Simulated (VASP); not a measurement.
# Re: convergence, relaxation of the cell

Re, P6_3/mmc (no. 194), 2 atoms in the cell. PBEsol; PAW potentials Re (PBE set). VASP 6.6.1. The cell is changed on purpose: volume scaled by 1.06.

Wanted: cell volume within 0.2 %; lattice lengths within 0.1 %; shortest distances from each atom, periodic images included within 0.005 Å.

What the run is for: cell; Accuracy asked: standard.

The series start from Plane-wave cutoff (eV): 340; Smearing width (eV): 0.03; k-point mesh: 12 × 12 × 7; Relaxation passes: 2; Ionic threshold (EDIFFG): -0.005; Electronic threshold (eV): 1e-6; Precision mode (PREC): Accurate; Relaxation algorithm: IBRION=2 POTIM=0.5. Each series keeps the choices made before it, and each single choice may use up half of a tolerance. Times cover all steps of a run.

## Plane-wave cutoff (eV)

| Plane-wave cutoff (eV) | Cell volume (Å³) | Lattice lengths, largest deviation against the largest value | Shortest distances from each atom, periodic images included, largest deviation (Å) | Time (s) |
|---|---|---|---|---|
| 220 | 28.9 | 0.27 % | 0.0072 | 29 |
| 260 | 28.99 | 0.17 % | 0.0045 | 34 |
| 290 | 28.98 | 0.18 % | 0.0047 | 36 |
| 340 | 29.04 | 0.099 % | 0.0026 | 48 |
| 390 | 29.11 | 0.019 % | 0.0005 | 47 |
| 470 | 29.12 | 0.0083 % | 0.0002 | 50 |
| 590 | 29.12 | 0.0011 % | 0.0000 | 60 |
| 650 (reference) | 29.12 | 0 % | 0.0000 | 65 |

Chosen: 390, the loosest value from which every tighter one stays within half of the tolerance.

## Smearing width (eV)

| Smearing width (eV) | Cell volume (Å³) | Lattice lengths, largest deviation against the largest value | Shortest distances from each atom, periodic images included, largest deviation (Å) | Time (s) |
|---|---|---|---|---|
| 0.15 | 29.14 | 0.17 % | 0.0019 | 48 |
| 0.1 | 29.12 | 0.11 % | 0.0013 | 61 |
| 0.07 | 29.11 | 0.067 % | 0.0008 | 54 |
| 0.05 | 29.11 | 0.04 % | 0.0005 | 49 |
| 0.03 | 29.11 | 0.0043 % | 0.0000 | 47 |
| 0.02 (reference) | 29.11 | 0 % | 0.0000 | 52 |

Chosen: 0.05.

## k-point mesh

| k-point mesh | Cell volume (Å³) | Lattice lengths, largest deviation against the largest value | Shortest distances from each atom, periodic images included, largest deviation (Å) | Time (s) |
|---|---|---|---|---|
| 5 × 5 × 3 | 28.99 | 2.3 % | 0.0321 | 22 |
| 6 × 6 × 4 | 29.14 | 0.07 % | 0.0014 | 27 |
| 8 × 8 × 4 | 29.15 | 0.27 % | 0.0043 | 26 |
| 10 × 10 × 5 | 29.09 | 0.31 % | 0.0044 | 37 |
| 12 × 12 × 7 | 29.11 | 0.082 % | 0.0010 | 49 |
| 15 × 15 × 8 (reference) | 29.11 | 0 % | 0.0000 | 69 |

Chosen: 15 × 15 × 8; the next looser run is off by more than half of the tolerance, so convergence isn't shown beyond this value.

## Relaxation passes

| Relaxation passes | Cell volume (Å³) | Lattice lengths, largest deviation against the largest value | Shortest distances from each atom, periodic images included, largest deviation (Å) | Time (s) |
|---|---|---|---|---|
| 1 | 29.12 | 0.012 % | 0.0003 | 54 |
| 2 | 29.11 | 0 % | 0.0000 | 69 |
| 3 (reference) | 29.11 | 0 % | 0.0000 | 77 |

Chosen: 1.

## Ionic threshold (EDIFFG)

| Ionic threshold (EDIFFG) | Cell volume (Å³) | Lattice lengths, largest deviation against the largest value | Shortest distances from each atom, periodic images included, largest deviation (Å) | Time (s) |
|---|---|---|---|---|
| -0.05 | 29.15 | 0.036 % | 0.0010 | 48 |
| -0.02 | 29.12 | 0.0011 % | 0.0000 | 55 |
| -0.01 | 29.12 | 0.0011 % | 0.0000 | 51 |
| -0.005 | 29.12 | 0.0011 % | 0.0000 | 54 |
| -0.002 (reference) | 29.12 | 0 % | 0.0000 | 66 |

Chosen: -0.02.

## Electronic threshold (eV)

| Electronic threshold (eV) | Cell volume (Å³) | Lattice lengths, largest deviation against the largest value | Shortest distances from each atom, periodic images included, largest deviation (Å) | Time (s) |
|---|---|---|---|---|
| 0.0001 | 29.13 | 0.014 % | 0.0004 | 63 |
| 1e-5 | 29.12 | 0.026 % | 0.0004 | 51 |
| 1e-6 | 29.12 | 0.002 % | 0.0001 | 55 |
| 1e-7 (reference) | 29.11 | 0 % | 0.0000 | 72 |

Chosen: 0.0001.

## Precision mode (PREC)

| Precision mode (PREC) | Cell volume (Å³) | Lattice lengths, largest deviation against the largest value | Shortest distances from each atom, periodic images included, largest deviation (Å) | Time (s) |
|---|---|---|---|---|
| Normal | 29.13 | 0.0047 % | 0.0001 | 41 |
| Accurate (reference) | 29.13 | 0 % | 0.0000 | 63 |

Chosen: Normal.

## Relaxation algorithm

| Relaxation algorithm | Cell volume (Å³) | Lattice lengths, largest deviation against the largest value | Shortest distances from each atom, periodic images included, largest deviation (Å) | Time (s) |
|---|---|---|---|---|
| IBRION=2 POTIM=0.5 | 29.13 | 0 % | 0.0000 | 41 |
| IBRION=2 POTIM=0.2 | 29.11 | 0.024 % | 0.0004 | 30 |
| IBRION=1 POTIM=0.5 | 29.13 | 0.072 % | 0.0011 | 28 |
| IBRION=1 POTIM=0.2 | 29.1 | 0.029 % | 0.0008 | 22 |

Chosen: IBRION=2 POTIM=0.5; no other choice that stays within half of the tolerance saves 30 % of the time.

## All choices together

| Input | Cell volume (Å³) | Lattice lengths, largest deviation against the largest value | Shortest distances from each atom, periodic images included, largest deviation (Å) | Time (s) |
|---|---|---|---|---|
| the program's defaults (naive) | 28.98 | 0.92 % | 0.0147 | 4.7 |
| chosen settings | 29.13 | 0.055 % | 0.0006 | 41 |
| reference settings throughout | 29.12 | 0 % | 0.0000 | 138 |

The chosen settings stay within the tolerance of the reference run, but the reference itself isn't shown to be converged in: k-point mesh.

Values of the reference run: Lattice lengths: 2.749, 2.749, 4.451 Å; Shortest distances from each atom, periodic images included: 2.733, 2.733, 2.733, 2.733, 2.733, 2.733, 2.733, 2.733 Å.

## The input

INCAR.step1:
```
SYSTEM = Re
ALGO = Normal ; EDIFF = 1E-4
EDIFFG = -0.02 ; ENCUT = 390
GGA = PS ; GGA_COMPAT = .FALSE.
IBRION = 2 ; ISIF = 3
ISMEAR = -1 ; KPAR = 2
LASPH = .TRUE. ; LCHARG = .FALSE.
LREAL = .FALSE. ; LWAVE = .FALSE.
NELM = 120 ; NELMIN = 4
NSW = 80 ; POTIM = 0.5
PREC = Normal ; SIGMA = 0.05
```

INCAR.step2, as INCAR.step1 but for:
```
- EDIFFG = -0.02
- IBRION = 2
- ISIF = 3
- NELMIN = 4
- NSW = 80
- POTIM = 0.5
+ ISIF = 2
```

KPOINTS:
```
Automatic mesh
0
Gamma
  15 15 8
  0 0 0
```

POSCAR.step1:
```
Re
1.0
    2.8149470801      0.0000000000      0.0000000000
   -1.4074735401      2.4378156817      0.0000000000
    0.0000000000      0.0000000000      4.5456378849
Re
2
Direct
    0.6666666667      0.3333333333      0.7500000000
    0.3333333333      0.6666666667      0.2500000000
```

Commands (each step's output is kept before the next begins):
```
cat potpaw_PBE.64/Re/POTCAR > POTCAR
cp INCAR.step1 INCAR
cp POSCAR.step1 POSCAR
mpirun -np 2 vasp_std > vasp.out
cp CONTCAR POSCAR
cp INCAR.step2 INCAR
mpirun -np 2 vasp_std > vasp.out
```

The chosen input took VASP 6.6.1 41 s on 2 cores (Intel Xeon Platinum 8559C (Emerald Rapids)), a shared host.

## An input that fails: cell relaxed at a low cutoff

VASP's message: Orbital orthonormalization failed in the inversion of matrix LAPACK: Routine ZPOTRF failed! kpoint: 1 spin: 1 Possible solutions for this issue are: - Please check whether the atoms are too close to each other. - Decreasing POTIM might help during relaxations or MDs. - Deleting CHGCAR or WAVECAR if incompatible with the structure. - Try calculating without symmetrizing (ISYM = 0 or ISYM = -1). ….

Changes against the starting input:
```
(all steps)
- PREC = Accurate
- NELM = 120
- ENCUT = 340
+ PREC = Low
+ NELM = 77
+ ENCUT = 160
```
